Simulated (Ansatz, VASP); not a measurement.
## Au in VASP and in Ansatz

Contents of INCAR:

```
PREC = Accurate
ENCUT = 600
EDIFF = 1E-6
ISMEAR = -1
SIGMA = 0.15
LREAL = F
LASPH = T
NELM = 80
ALGO = Normal
ISIF = 3
LWAVE = F
LCHARG = F
GGA = CA
IBRION = 2
NSW = 80
EDIFFG = -0.001
```

Contents of KPOINTS:

```
regular mesh
0
Gamma
  20 20 20
```

POSCAR

```
Au
1.0
    0.0000000000      2.0241634906      2.0241634906
    2.0241634906      0.0000000000      2.0241634906
    2.0241634906      2.0241634906      0.0000000000
Au
1
Direct
    0.0000000000      0.0000000000      0.0000000000
```

Input for Ansatz:

```yaml
crystal:
  lattice:
    - [0.0, 2.0241634906, 2.0241634906]
    - [2.0241634906, 0.0, 2.0241634906]
    - [2.0241634906, 2.0241634906, 0.0]
  atoms:
    - { symbol: Au, position: [0.0, 0.0, 0.0] }
basis:
  ecutwfc: 420
kpoints:
  mp_grid: { grid: [20, 20, 20] }
hamiltonian:
  xc: lda
scf:
  occupations: { method: fermi_dirac, width: 0.15 }
output:
  forces: true
  stress: true
  eigenvalues: true
  write_density: true
  write_potential: true
  elf: true
  volumetric_format: npy
relax:
  adjacent_minimum: "off"
  f_tol: 0.001
  max_steps: 60
  cell: { stress_tol: 0.01 }
```

Alike in both runs: task relaxation of cell and atoms; functional LDA; k mesh 20 × 20 × 20; occupations fermi-dirac, width 0.15 eV; no spin polarisation.

|  | VASP | Ansatz |
| --- | --- | --- |
| version | VASP 6.6.1 | Ansatz 0.2.0 |
| potentials or method | VASP PAW LDA potentials, release 64 (Au) | scalar-relativistic, plane waves, PAW |
| plane-wave cutoff (eV) | 600 | 420 |
| valence electrons in the cell | 11 | 19 |

VASP gave:

```
gap on the k mesh at the Fermi level, each at its own relaxed structure (eV) : none
relaxed volume (Å³/atom)                                                     : 16.63
relaxed cell length with the largest relative difference (Å)                 : 2.865
```

Problem. What did Ansatz give for the same quantities?

Solution. gap on the k mesh at the Fermi level, each at its own relaxed structure (eV): none; relaxed volume (Å³/atom): 16.58; relaxed cell length with the largest relative difference (Å): 2.862.

A gap of «none» marks a metal or a gap that the smearing closes. The two sets of potentials don't hold the same shells in valence.

The runs have no spin-orbit coupling, so splittings on Au are missing.
